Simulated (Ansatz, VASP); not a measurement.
**TiAl5: VASP beside Ansatz**

```xyz
6
Lattice="5.1003 0.0000 0.0000 -2.5502 4.4170 0.0000 0.0000 0.0000 4.3105" Properties=species:S:1:pos:R:3 pbc="T T T"
Ti    0.0000    0.0000    0.0000
Al    2.5502    0.0000    2.1552
Al    1.2751    2.2085    2.1552
Al   -1.2751    2.2085    2.1552
Al    0.0000    2.9447    0.0000
Al    2.5502    1.4723    0.0000
```

Change from the starting cell: species swapped into the YZn5 type (P6/mmm, No. 191).

Alike in both runs: task relaxation of cell and atoms; functional PBE; k mesh 6 × 6 × 4; occupations gaussian, width 0.1 eV; no spin polarisation.

|  | VASP | Ansatz |
| --- | --- | --- |
| version | VASP 6.6.1 | Ansatz 0.2.0 |
| potentials or method | VASP PAW PBE potentials, release 64 (Ti_sv, Al) | scalar-relativistic, plane waves, PAW |
| plane-wave cutoff (eV) | 600 | 420 |
| valence electrons in the cell | 27 | 27 |

Ansatz gave:

| Item | Value |
| --- | --- |
| gap on the k mesh at the Fermi level, each at its own relaxed structure (eV) | none |
| relaxed volume (Å³/atom) | 17.41 |
| relaxed cell length with the largest relative difference (Å) | 4.395 |
| energy change over the relaxation (meV/atom) | -27 |

Q: Estimate VASP's values.

A: gap on the k mesh at the Fermi level, each at its own relaxed structure (eV): none; relaxed volume (Å³/atom): 17.45; relaxed cell length with the largest relative difference (Å): 4.401; energy change over the relaxation (meV/atom): -27.

A gap of «none» marks a metal or a gap that the smearing closes.

Caveats: the k mesh is coarse (spacing up to 0.36 Å⁻¹), so the values aren't converged.
